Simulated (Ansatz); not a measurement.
Crystal: MnO.

```
Mn O
1.0
     0.00000    2.22391    2.22391
     2.22391    0.00000    2.22391
     2.22391    2.22391    0.00000
Mn O
1 1
Cartesian
  0.0000 0.0000 0.0000
  2.2239 2.2239 2.2239
```

The cell is a database's computed one.

| Item | Value |
| --- | --- |
| Program | Ansatz 0.2.0 |
| Task | relaxation of cell and atoms |
| Functional | BLYP |
| Dispersion | D3(BJ) |
| Potentials or basis | all-electron LAPW, scalar-relativistic |
| Basis error allowed | 0.001 eV/atom |
| k mesh | 10 × 10 × 10 |
| Occupations | fermi-dirac, width 0.05 eV |
| Spin | collinear spin, ferromagnetic start |
| Starting moments | [4.0, 0.0] μB |

At the start: volume 11.00 Å³/atom.

Q: How do energy, volume and symmetry change on relaxing?

A: Over 14 steps the energy falls by 43.6 meV/atom and the volume is 11.05 Å³/atom (+0.4 %); space group Fm-3m (No. 225, to 0.05 Å); moment 4.72 μB per cell.

Step by step:
```tsv
step	energy change (eV)	largest force (eV/Å)	volume (Å³)
1	0.0000	0.0000	22.00
2	-0.0538	0.0000	22.79
3	-0.0558	0.0000	22.76
4	-0.0792	0.0000	22.30
5	-0.0794	0.0000	22.30
6	-0.0795	0.0000	22.29
7	-0.0796	0.0000	22.29
8	-0.0862	0.0000	22.14
9	-0.0863	0.0000	22.13
10	-0.0865	0.0000	22.13
11	-0.0872	0.0000	22.10
12	-0.0873	0.0000	22.10
13	-0.0873	0.0000	22.09
14	-0.0873	0.0000	22.09
```

Final structure:
```
Mn O
1.0
     0.00000    2.22717    2.22717
     2.22717    0.00000    2.22717
     2.22717    2.22717    0.00000
Mn O
1 1
Direct
  0.00000 0.00000 0.00000
  0.50000 0.50000 0.50000
```

Caveat: a cell with one magnetic atom can't hold antiferromagnetic order, which such compounds often take.
